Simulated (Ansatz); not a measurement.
Input and command of a calculation in Ansatz (plane waves; scalar-relativistic PAW potentials unless the input names others):

```yaml
crystal:
  lattice:
    - [-2.8220914054, 0.0, 0.0]
    - [0.0, -2.8220914054, 0.0]
    - [0.0, 0.0, 12.9802953755]
  atoms:
    - { symbol: Ti, position: [0.0, 1.0, 0.7066650848] }
    - { symbol: Ti, position: [0.0, 1.0, 0.0785183428] }
    - { symbol: Ti, position: [0.0, 1.0, 0.3925917138] }
    - { symbol: Al, position: [0.5, 0.5, 0.8637017703] }
    - { symbol: Al, position: [0.5, 0.5, 0.2355550283] }
    - { symbol: Al, position: [0.5, 0.5, 0.5496283993] }
basis:
  ecutwfc: 420
kpoints:
  mp_grid: { grid: [21, 21, 5] }
hamiltonian:
  xc: pbe
scf:
  occupations: { method: gaussian, width: 0.15 }
  lower_state_search: "off"
  n_extra_bands: 1
output:
  forces: true
  eigenvalues: true
  stress: true
```

```bash
ansatz run input.yaml --threads 2 --pin off --max-ram 5120MiB --backend cpu --events-out ev --progress --plain --runs-dir out
```

Abridged log:
```
Basis set: ecut = 420 eV, 2039 PW (Γ), exchange–correlation on 40×40×180 points (8 copies of the dense FFT grid, shifted against one another)
Bands: 24, of which v1, the nominal top of the filled ones, is band 23 counted from 1 (22 counted from 0)
Symmetry: 8 space group operations
k-points: 198 of 2205 (time reversal used)
SCF iter   1: F=—  HF=-9113.408601 eV  |F-HF|=—  |Δ(HF+E_count)|=         —  Δρ=4.18e-3  dr2=9.73e-2  ethr=1.77e-3  ⟨swp⟩=4.9  Hψ=21239  notcnv=0
SCF iter   2: F=—  HF=-9113.406300 eV  |F-HF|=—  |Δ(HF+E_count)|=   2.30e-3  Δρ=2.00e-3  dr2=2.02e-2  ethr=2.16e-4  ⟨swp⟩=1.0  Hψ=6336  notcnv=0
SCF iter   3: F=—  HF=-9113.405742 eV  |F-HF|=—  |Δ(HF+E_count)|=   5.58e-4  Δρ=5.16e-4  dr2=1.24e-3  ethr=4.48e-5  ⟨swp⟩=1.4  Hψ=4865  notcnv=0
SCF iter   4: F=—  HF=-9113.405685 eV  |F-HF|=—  |Δ(HF+E_count)|=   5.68e-5  Δρ=1.88e-4  dr2=1.50e-4  ethr=2.75e-6  ⟨swp⟩=2.0  Hψ=5989  notcnv=0
SCF iter   5: F=—  HF=-9113.405673 eV  |F-HF|=—  |Δ(HF+E_count)|=   1.27e-5  Δρ=6.49e-5  dr2=9.30e-6  ethr=3.34e-7  ⟨swp⟩=2.0  Hψ=6169  notcnv=0
SCF iter   6: F=—  HF=-9113.405752 eV  |F-HF|=—  |Δ(HF+E_count)|=   7.92e-5  Δρ=1.66e-5  dr2=1.00e-6  ethr=2.07e-8  ⟨swp⟩=2.1  Hψ=6707  notcnv=0
SCF iter   7: F=—  HF=-9113.405752 eV  |F-HF|=—  |Δ(HF+E_count)|=   7.34e-8  Δρ=4.77e-6  dr2=1.35e-7  ethr=2.23e-9  ⟨swp⟩=2.0  Hψ=5926  notcnv=0
SCF iter   8: F=-9113.405752 eV  HF=-9113.405752 eV  |F-HF|=5.31e-9  |Δ(HF+E_count)|=   4.25e-9  Δρ=1.62e-6  dr2=6.32e-9  ethr=2.22e-10  ⟨swp⟩=4.2  Hψ=15756  notcnv=0
SCF 1 converged in 8 iterations: F = -9113.405752 eV  dr2 = 6.32e-9
SCF converged after 8 iterations
Free energy (F): -9113.405752 eV
Harris-Foulkes:  -9113.405752 eV  (|F-HF|=5.31e-9)
Internal energy: -9113.336530 eV  (E = F + TS)
E sigma→0 (E₀):  -9113.371141 eV
Entropy (-TS):   -0.069222 eV (-11.537 meV/atom)
Fermi energy:    10.220486 eV
--- Forces (eV/Å), atoms counted from 1 ---
  atom   1  Ti     0.00000000     0.00000000     0.13133506
  atom   2  Ti     0.00000000     0.00000000    -0.77368202
  atom   3  Ti     0.00000000     0.00000000     0.05982327
  atom   4  Al     0.00000000     0.00000000     0.95846979
  atom   5  Al     0.00000000     0.00000000    -0.30329773
  atom   6  Al     0.00000000     0.00000000    -0.07264596
--- Stress (GPa, compression-positive) ---
       -2.022221       0.000000       0.000000
        0.000000      -2.022221       0.000000
        0.000000       0.000000      -6.605819
  P = ⅓ Tr σ = -3.5501 GPa (-35.501 kbar)
```

Apart from outputs, the input differs from a reference run on usual settings in scf.lower_state_search: not typed → "off"; scf.n_extra_bands: not typed → 1. The reference, at the same geometry (not necessarily relaxed), gave pressure -3.55 GPa, largest force 0.958 eV/Å, no gap on the mesh. This run converged in 8 SCF iterations (reference: 7) with an energy at zero smearing within 0.01 meV/atom of the reference's, pressure -3.55 GPa, largest force 0.958 eV/Å, no gap on the mesh.

Time: 30 s on 2 threads of Arm Neoverse V1 (shared host), peak memory 0.61 GiB.